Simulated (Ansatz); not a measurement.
**Stiffness of Tl from strained cells**

```yaml
crystal:
  lattice:
    - [0.00000, 2.16500, 2.16500]
    - [2.16500, 0.00000, 2.16500]
    - [2.16500, 2.16500, 0.00000]
  atoms:
    - { symbol: Tl, position: [0.00000, 0.00000, 0.00000] }
```

Conventional cell: a = 4.330 Å, b = 4.330 Å, c = 4.330 Å, α = 90.00°, β = 90.00°, γ = 90.00°. Tl (atom 1) is surrounded by 12 Tl at 3.06 Å.

The cell comes from COD entry 2300517, which wasn't checked; take it as a given geometry.

No spin–orbit coupling, which matters for the heavy atoms here.

These are results of DFT, PBE, all-electron LAPW, scalar-relativistic in Ansatz 0.2.0, not measurements.

The runs use a Γ-centred 16×16×16 k mesh, Fermi–Dirac smearing of 0.05 eV, basis error target 1 meV/atom, no spin polarisation.

The unstrained cell is at 37.5 GPa. Large strains and very small stresses are left out. Each strain is applied once, with fractional coordinates held (clamped ions), and σ below is the change of stress, positive in tension. One finite strain gives stress–strain coefficients at this pressure with an error of the order of the strain times third-order constants, a few per cent for each per cent of strain. In a metal the k mesh adds noise of tens of per cent to soft shears.

(1) With z strained by -1.5 % at fixed volume, the run gives σzz − σxx = -0.84 GPa and εzz − εxx = -0.0226. Which stiffness follows?

Answers

(1) C11 − C12 = (σzz − σxx)/(εzz − εxx) = 37 GPa.
